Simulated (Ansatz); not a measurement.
# Calculated ⁴⁷Ti NMR of the central transition for TiO₂

Cell: a COD entry whose atoms were relaxed with PBE, the cell held.

Space group Pbcn (No. 60); a = 4.5150, b = 5.4970, c = 4.9390 Å.

| site | Wyckoff | site symmetry | x | y | z |
| --- | --- | --- | --- | --- | --- |
| Ti | 4c | .2. | 0.0000 | 0.1745 | 0.2500 |
| O | 8d | 1 | 0.2704 | 0.3819 | 0.4197 |

One atom of each set is listed.

All values are calculated (Ansatz; DFT, r2SCAN, plane waves and PAW, scalar-relativistic, 500 eV cutoff, Γ-centred 5×5×5 k-points, Fermi–Dirac smearing 0.02 eV), not measured.

⁴⁷Ti has I = 5/2 and Q = 302.0 mb (Pyykkö 2018); at 18.8 T its Larmor frequency is ν₀ = 45.2 MHz. Only the quadrupole interaction is simulated: positions count from each site's isotropic chemical shift, and shift anisotropy, dipolar and J coupling are left out.

Simulated pattern of one Ti site (static powder, Gaussian broadening 20 kHz):

offset (kHz), height and a bar:
```
   -298.1          0 
   -283.2          5 #
   -268.4         25 #######
   -253.5         37 ###########
   -238.6         39 ############
   -223.8         40 ############
   -208.9         42 #############
   -194.0         44 #############
   -179.2         46 ##############
   -164.3         48 ##############
   -149.4         51 ###############
   -134.6         54 ################
   -119.7         58 #################
   -104.8         63 ###################
    -89.9         69 #####################
    -75.1         80 ########################
    -60.2         98 #############################
    -45.3        100 ##############################
    -30.5         87 ##########################
    -15.6         82 #########################
     -0.7         82 #########################
     14.1         81 ########################
     29.0         86 ##########################
     43.9        100 ##############################
     58.7         69 #####################
     73.6         45 ##############
     88.5         40 ############
    103.3         36 ###########
    118.2         33 ##########
    133.1         22 #######
    148.0          4 #
    162.8          0
```

(1) Which |C_Q| and η does the pattern imply?

## Answers

(1) The pattern spans 410 kHz before broadening and its centre of gravity is at -56.3 kHz, which fixes P_Q; the places of the horns and steps fix η. That gives P_Q = 20.6 MHz, |C_Q| = 19.2 MHz and η = 0.67. The sign of C_Q can't be read from the pattern.

The run took 15 s of wall time (15 s of CPU time) and 0.88 GiB at its peak, on 1 thread of AMD EPYC 9R45 (Zen 5) (x86_64; 90 cores open to the job, memory cap 2.5 GiB, no GPU), a shared host with a load of 0.5 a core.
